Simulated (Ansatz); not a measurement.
Runs of Ansatz 0.2.0 on MoS2. The cell holds a slab with vacuum, 3 atoms: a = 3.184 Å, b = 3.184 Å, c = 17.335 Å, α = 90.00°, β = 90.00°, γ = 120.00°. 

```csv
task,level,potentials or basis,spin,U,k mesh,gap on the mesh (eV),largest force (eV/Å)
density of states,PBEsol+U,"all-electron LAPW, scalar-relativistic",off,Mo d U = 6 eV,10 × 10 × 2,1.53,0.17
density of states,PBEsol+U,"all-electron LAPW, scalar-relativistic",off,Mo d U = 8 eV,10 × 10 × 2,(a),0.23
band structure,PBEsol,"all-electron LAPW, relativistic spinors","SOC, no magnetisation",-,8 × 8 × 2,(b),0.15
band structure,PBEsol,"all-electron LAPW, scalar-relativistic",off,-,8 × 8 × 2,1.78,0.15
density of states,PBEsol+U,"all-electron LAPW, scalar-relativistic",off,Mo d U = 2 eV,10 × 10 × 2,1.71,0.15
```

Alike in all rows: cell as given; cutoff (eV) 241; smearing fermi-dirac 0.05 eV; basis error allowed 0.002 eV/atom.

Problem. Fill in the values left out.

Solution. (a) 1.04; (b) 1.76.

Caveats: U is the effective U less J, on atomic orbitals that reach past the spheres (some runs).

A k mesh can miss the band edges, and rows without SOC leave out spin-orbit coupling on Mo.
